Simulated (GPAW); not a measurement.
# ZnS (Wurtzite-2H) (P6_3mc) in GPAW: notebook

Aim: see how the results for ZnS (Wurtzite-2H) move with the level of theory and the settings. Levels: PBE, TASK. Tasks: single point, relaxation of cell and atoms.

All numbers are computed with GPAW 26.7.0; they aren't measurements. Logs are shortened: lines on timing, memory, paths and dates and some standing lists are left out, and cuts for length are marked. The log counts tension as positive stress, the text compression.

## 1. Starting point

Symmetry: P6_3mc, No. 186, hexagonal system. Conventional cell: a = 3.811 Å, b = 3.811 Å, c = 6.234 Å, α = 90.00°, β = 90.00°, γ = 120.00°. Zn (site symmetry 3m) is surrounded by 4 S at 2.31 to 2.40 Å. Around S (site symmetry 3m) lie 4 Zn at 2.31 to 2.40 Å.

## 2. Single point, PBE

The input, run.py:

```python
from ase.dft.bandgap import bandgap
from ase.io import read, write
from ase.units import GPa
from gpaw import GPAW, PW

atoms = read('ZnS.xyz')

calc = GPAW(mode=PW(700),
            xc='PBE',
            kpts={'size': (6, 6, 3), 'gamma': True},
            occupations={'name': 'fermi-dirac', 'width': 0.05},
            nbands=31,
            convergence={'density': 1e-05, 'energy': 1e-05},
            maxiter=50,
            txt='gpaw.txt')
atoms.calc = calc
energy = atoms.get_potential_energy()
forces = atoms.get_forces()
stress = atoms.get_stress()
calc.write('gs.gpw')
write('result.traj', atoms)
print(f'Energy: {energy:.6f} eV')
print('Forces (eV/A):')
print(forces.round(4))
print('Stress (GPa):', (stress / GPa).round(3))
print('Fermi level:', round(calc.get_fermi_level(), 4), 'eV')
print(f'Gap: {bandgap(calc)[0]:.4f} eV, direct: {bandgap(calc, direct=True)[0]:.4f} eV')
```

The input, ZnS.xyz:

```xyz
4
Lattice="3.8110000000 0.0000000000 0.0000000000 -1.9055000000 3.3004228138 0.0000000000 0.0000000000 0.0000000000 6.2340000000" Properties=species:S:1:pos:R:3 pbc="T T T"
Zn     1.9055000002      1.1001409378      3.1170000000
Zn    -0.0000000002      2.2002818760      0.0000000000
S      1.9055000002      1.1001409378      5.5170900000
S     -0.0000000002      2.2002818760      2.4000900000
```

Potentials or basis: GPAW PAW data sets (gpaw-data 1.2.1), pw.

On the command line:

```bash
> OMP_NUM_THREADS=1 python run.py
```

gpaw.txt:

```text
__  _  _
 | _ |_)|_||  |
 |__||  | ||/\| - 26.7.0

Input parameters:
  mode=PW(ecut=700.0),
  convergence={'density': 1e-05, 'energy': 1e-05},
  kpts=MonkhorstPack(size=(6, 6, 3), gamma=True),
  maxiter=50,
  nbands=31,
  occupations=Occupations(name='fermi-dirac', width=0.05),
  xc=XC(name='PBE')

Diagonalizing LCAO Hamiltonian
Converting LCAO to pw mode

            S

            Zn
        S

        Zn

Atoms  # Å, Bohr magnetons
|   | symbol |         x |        y |        z |    initial magnetic moments |
|---|--------|-----------|----------|----------|-----------------------------|
| 0 |     Zn |  1.905500 | 1.100141 | 3.117000 | ( 0.0000,  0.0000,  0.0000) |
| 1 |     Zn | -0.000000 | 2.200282 | 0.000000 | ( 0.0000,  0.0000,  0.0000) |
| 2 |      S |  1.905500 | 1.100141 | 5.517090 | ( 0.0000,  0.0000,  0.0000) |
| 3 |      S | -0.000000 | 2.200282 | 2.400090 | ( 0.0000,  0.0000,  0.0000) |

Unit cell  # Å
| periodic |         x |        y |        z |  lengths |     angles |
|----------|-----------|----------|----------|----------|------------|
|      yes |  3.811000 | 0.000000 | 0.000000 | 3.811000 |  90.000000 |
|      yes | -1.905500 | 3.300423 | 0.000000 | 3.811000 |  90.000000 |
|      yes |  0.000000 | 0.000000 | 6.234000 | 6.234000 | 120.000000 |

Number of symmetries: 6
Symmetry operations  # r_c * U_cc + t_c -> r_c
|   | kind |            matrix            |
|---|------|------------------------------|
| 0 |  σ   |  1, 1, 0,  0,-1, 0,  0, 0, 1 |
| 1 |  E   |  1, 0, 0,  0, 1, 0,  0, 0, 1 |
| 2 |  C3  |  0, 1, 0, -1,-1, 0,  0, 0, 1 |
| 3 |  σ   |  0,-1, 0, -1, 0, 0,  0, 0, 1 |
| 4 |  σ   | -1, 0, 0,  1, 1, 0,  0, 0, 1 |
| 5 |  C3  | -1,-1, 0,  1, 0, 0,  0, 0, 1 |

BZ-sampling:
  Number of BZ points: 108
  Number of IBZ points: 17

  Monkhorst-Pack size: [6, 6, 3]
  Monkhorst-Pack shift: [0.08333333333333333, 0.08333333333333333, 0.0]

K-points  # in reciprocal-cell coordinates
|     |                                coordinates |     weight |
|-----|--------------------------------------------|------------|
|   0 | (  0.00000000,   0.00000000,   0.00000000) | 0.00925926 |
|   1 | (  0.00000000,   0.00000000,   0.33333333) | 0.01851852 |
|   2 | (  0.16666667,   0.00000000,  -0.33333333) | 0.05555556 |
|   3 | (  0.16666667,   0.00000000,   0.00000000) | 0.05555556 |
|   4 | (  0.16666667,   0.00000000,   0.33333333) | 0.05555556 |
|   5 | (  0.33333333,  -0.16666667,   0.00000000) | 0.05555556 |
|   6 | (  0.33333333,  -0.16666667,   0.33333333) | 0.11111111 |
|   7 | (  0.33333333,   0.00000000,  -0.33333333) | 0.05555556 |
|   8 | (  0.33333333,   0.00000000,   0.00000000) | 0.05555556 |
|   9 | (  0.33333333,   0.00000000,   0.33333333) | 0.05555556 |
| ... |                                            |            |
|  16 | (  0.50000000,   0.50000000,   0.33333333) | 0.05555556 |

Plane wave coefficients: 3314
Cutoff: 700.0 eV

Spin-components: 1 (collinear spins)
Bands:           31
Projectors:      22
Spin-degeneracy: 2
Datatype:        complex128

Parallelization:
  kpt:    1
  domain: 1
  band:   1

Density:
  Valence electrons: 36.0
  Components: 1
  Grid points: [24 24 40]
  Charge: 0.0  # |e|

Potential:
  Grid points: [24 24 40]

species:
  Zn:
    name:    Zinc
    Z:       30.0
    valence: 12
    core:    18
    charge:  0.0  # [|e|]
    compensation charges:
      type: gauss
      rc: 0.37  # [Å]
      lmax: 2
    cutoffs:
      filter: 2.14  # [Å]
      core: 2.28  # [Å]
    projectors
    | kind |    occ | energy [eV] | rcut [Å] |
    |------|--------|-------------|----------|
    |   4s |  2.000 |      -5.977 |    1.286 |
    |   4p |  0.000 |      -1.117 |    1.270 |
    |   3d | 10.000 |     -10.142 |    1.180 |
    |    s |        |      21.234 |    1.286 |
    |    p |        |      26.095 |    1.270 |
    |    d |        |      17.070 |    1.180 |

    Using partial waves for Zn as LCAO basis

  S:
    name:    Sulfur
    Z:       16.0
    valence: 6
    core:    10
    charge:  0.0  # [|e|]
    compensation charges:
      type: gauss
      rc: 0.24  # [Å]
      lmax: 2
    cutoffs:
      filter: 1.77  # [Å]
      core: 1.66  # [Å]
    projectors
    | kind |    occ | energy [eV] | rcut [Å] |
    |------|--------|-------------|----------|
    |   3s |  2.000 |     -17.254 |    0.974 |
    |   3p |  4.000 |      -7.008 |    0.979 |
    |    s |        |       9.957 |    0.974 |
    |    p |        |      20.203 |    0.979 |
    |    d |        |       0.000 |    0.900 |

    Using partial waves for S as LCAO basis

Reference energy: -119437.893101  # eV

eigensolver:
  PPCG
  Converge bands: occupied
  niter=2

density mixing:
  MSR1-Mixer
  Pratt-step length: 0.05
  Maximum mixing coefficient: 0.75
  Old densities: 10
  SVD Regularization: 0.005
  Good broyden scale: 1.0
  Trust region scale: 1.0
  Backstep threshold: 4.0
  History deletion threshold: 6.0
  Fourier metric: weight=20.0, sigma=0.015

occupation numbers:
  Fermi-Dirac:
    width: 0.0500  # eV

poisson solver:
  ecut: 5600.0  # eV

xc functional:
  name: PBE with 2 nearest neighbor stencil

convergence criteria:
- Maximum integral of absolute [dens]ity change: 1e-05 electrons / valence electron
- Maximum [total energy] change in last 3 cyles: 1e-05 eV / valence electron
- Maximum integral of absolute [eigenst]ate change: 4e-08 eV^2 / valence electron
maximum number of iterations: 50

SCF iterations
|iter     | |      energy | eigst |  dens |
|---------|-|-------------|-------|-------|
|iter:   1| |  -14.539905 | +0.12 |       |
|iter:   2| |  -14.375833 | -1.52 | -1.18 |
|iter:   3| |  -13.800719 | -1.35 | -1.23 |
|iter:   4| |  -13.803456 | -2.50 | -1.80 |
|iter:   5| |  -13.806785 | -3.48 | -2.24 |
|iter:   6| |  -13.806699 | -4.15 | -2.99 |
|iter:   7| |  -13.806757c| -5.00 | -3.50 |
|iter:   8| |  -13.806773c| -5.86 | -3.85 |
|iter:   9| |  -13.806773c| -7.35 | -4.55 |
|iter:  10| |  -13.806773c| -8.17c| -5.03c|

Converged in 10 steps
Energy contributions relative to reference atoms: (reference = -119437.893101)

Energy contributions:
  Kinetic:          23.157788
  Coulomb:         -19.555721
  Zero:              0.142456
  External:          0.000000
  Xc:              -17.551296
  Entropy:          -0.000000
  Spinorbit:         0.000000
  ----------------------------
  Free energy:     -13.806773
  Extrapolated:    -13.806773

dipole moment: (0.000002, -0.000001, -7.489160)  # |e|*Ang

Fermi level: 4.816
Eigenvalues  # (at kpt = [0.000, 0.000, 0.000])
| band index |      eig [eV] | occ [0-2] |
|------------|---------------|-----------|
|          0 |        -9.373 |     2.000 |
|        ... |               |           |
|         10 |        -1.971 |     2.000 |
|         11 |        -1.813 |     2.000 |
|         12 |        -1.338 |     2.000 |
|         13 |         2.964 |     2.000 |
|         14 |         2.964 |     2.000 |
|         15 |         3.810 |     2.000 |
|         16 |         3.810 |     2.000 |
|         17 |         3.821 |     2.000 |
|         18 |         6.061 |     0.000 |
|         19 |         6.811 |     0.000 |
|         20 |        10.096 |     0.000 |
|         21 |        10.096 |     0.000 |
|         22 |        10.400 |     0.000 |
|         23 |        11.402 |     0.000 |
|         24 |        11.402 |     0.000 |
|         25 |        13.118 |     0.000 |
|        ... |               |           |
|         30 |        16.041 |     0.000 |

Gap: 2.240 eV
Transition (v -> c):
  (s=0, k=0, n=17, [0.00, 0.00, 0.00]) -> (s=0, k=0, n=18, [0.00, 0.00, 0.00])
No difference between direct/indirect transitions

Forces  # eV/Ang
|        x |        y |        z |
|----------|----------|----------|
|  0.00000 |  0.00000 |  0.32916 |  # Zn   0
|  0.00000 |  0.00000 |  0.32912 |  # Zn   1
| -0.00000 |  0.00000 | -0.32926 |  # S    2
|  0.00000 | -0.00000 | -0.32923 |  # S    3

Stress tensor  # eV/Ang^3
|         x |         y |         z |
|-----------|-----------|-----------|
| -0.019407 |  0.000000 |  0.000000 |
|  0.000000 | -0.019407 |  0.000000 |
|  0.000000 |  0.000000 | -0.006062 |

# Writing to gs.gpw (mode='')
```

stdout:

```text
Energy: -13.806773 eV
Forces (eV/A):
[[ 0.      0.      0.3292]
 [ 0.      0.      0.3291]
 [-0.      0.     -0.3293]
 [ 0.     -0.     -0.3292]]
Stress (GPa): [-3.109 -3.109 -0.971  0.     0.     0.   ]
Fermi level: 4.8161 eV
Gap: 2.2404 eV, direct: 2.2404 eV
```

Run time: 37 s. Hardware: 1 thread of AMD EPYC 7R13 (Zen 3), shared host; peak memory 0.2 GiB.

What came out:

- Free energy: -13.8068 eV
- Pressure: 2.4 GPa
- Largest force: 0.329 eV/Å
- Band gap on the k mesh: 2.24 eV, direct

Forces in eV/Å, atoms in the order of the input:
```
Zn   0.000  0.000  0.329
Zn   0.000  0.000  0.329
S    0.000  0.000 -0.329
S    0.000  0.000 -0.329
```

## 3. Relaxation of cell and atoms, TASK

The input, run.py:

```python
from ase.filters import FrechetCellFilter
from ase.io import read, write
from ase.optimize import LBFGS
from gpaw import GPAW, PW

atoms = read('ZnS.cif')

calc = GPAW(mode=PW(600),
            xc='MGGA_X_TASK+LDA_C_PW',
            kpts={'size': (6, 6, 3), 'gamma': True},
            occupations={'name': 'fermi-dirac', 'width': 0.05},
            nbands=31,
            convergence={'density': 1e-06, 'energy': 1e-06, 'eigenstates': 1e-10},
            maxiter=150,
            txt='gpaw.txt')
atoms.calc = calc
opt = LBFGS(FrechetCellFilter(atoms), trajectory='relax.traj', logfile='-')
done = opt.run(fmax=0.02, steps=40)
calc.write('gs.gpw')
write('result.traj', atoms)
print('Converged:', done)
print('Cell:', atoms.cell.cellpar().round(4))
print('Volume:', round(atoms.get_volume(), 4))
print(atoms.get_scaled_positions().round(5))
```

The input, ZnS.cif:

```cif
data_ZnS
_cell_length_a 3.81100000
_cell_length_b 3.81100000
_cell_length_c 6.23400000
_cell_angle_alpha 90.00000000
_cell_angle_beta 90.00000000
_cell_angle_gamma 120.00000000
_space_group_name_H-M_alt 'P6_3mc'
_space_group_name_Hall 'P 6c -2c'
_space_group_IT_number 186
loop_
_space_group_symop_operation_xyz
'x,y,z'
'x-y,x,z+1/2'
'-y,x-y,z'
'-x,-y,z+1/2'
'-x+y,-x,z'
'y,-x+y,z+1/2'
'y,x,z+1/2'
'x,x-y,z'
'x-y,-y,z+1/2'
'-y,-x,z'
'-x,-x+y,z+1/2'
'-x+y,y,z'
loop_
_atom_site_label
_atom_site_type_symbol
_atom_site_symmetry_multiplicity
_atom_site_Wyckoff_symbol
_atom_site_fract_x
_atom_site_fract_y
_atom_site_fract_z
_atom_site_occupancy
Zn1 Zn 2 b 0.6666666667 0.3333333333 0.5000000000 1
S1 S 2 b 0.6666666667 0.3333333333 0.8850000000 1
```

Potentials or basis: GPAW PAW data sets (gpaw-data 1.2.1), pw.

On the command line:

```bash
> OMP_NUM_THREADS=1 python run.py
```

Run time: 11 min. Hardware: 1 thread of AMD EPYC 9R14 (Zen 4), shared host; peak memory 0.83 GiB.

It converged, with:

- Free energy: 10.9984 eV
- Relaxed volume: 21.17 Å³/atom
- Relaxed cell: a = 3.913 Å, b = 3.913 Å, c = 6.387 Å, α = 90.00°, β = 90.00°, γ = 120.00°
- Space group after relaxing (to 0.05 Å): P6_3mc (No. 186)
- Energy gained by relaxing: 30.6 meV/atom
- Ionic steps: 8
- Pressure after relaxing: 0.0 GPa
- Largest force after relaxing: 0.006 eV/Å
- Band gap on the k mesh: 3.58 eV, direct

Forces on the atoms (eV/Å):
```
Zn   0.000  0.000  0.006
Zn   0.000  0.000  0.006
S    0.000  0.000 -0.006
S    0.000  0.000 -0.006
```

Stress tensor (GPa, compression positive):
```
-0.10  0.00  0.00
 0.00 -0.10  0.00
 0.00  0.00  0.09
```

Step by step:
```
step  energy change (eV)  largest force (eV/Å)  pressure (GPa)  volume (Å³)
   1              0.0000                0.3155            5.64        78.41
   2             -0.0253                0.2646            4.99        78.99
   3             -0.1163                0.0696            0.97        83.34
   4             -0.1186                0.0880            0.53        83.92
   5             -0.1203                0.0780            0.18        84.39
   6             -0.1217                0.0418           -0.08        84.74
   7             -0.1223                0.0071           -0.10        84.76
   8             -0.1223                0.0062           -0.04        84.68
```

Final structure:
```
CELL_PARAMETERS angstrom
3.91274 0.00000 0.00000
-1.95637 3.38853 0.00000
0.00000 0.00000 6.38672
ATOMIC_POSITIONS crystal
Zn 0.66667 0.33333 0.50467
Zn 0.33333 0.66667 0.00467
S 0.66667 0.33333 0.88033
S 0.33333 0.66667 0.38033
```

Levels at points of the mesh, in eV from the valence-band top:
| k point | band 16 | band 17 | band 18 | band 19 | band 20 | band 21 |
| --- | --- | --- | --- | --- | --- | --- |
| (0.00, 0.00, 0.00) | -0.04 | 0.00 | 0.00 | 3.58 | 4.28 | 7.57 |
| (0.50, 0.50, 0.00) | -2.14 | -1.48 | -0.84 | 4.91 | 5.39 | 6.51 |

Caveat: later steps reuse the first step's grids; the PAW data sets were made with another functional, which shifts forces and pressure a little.
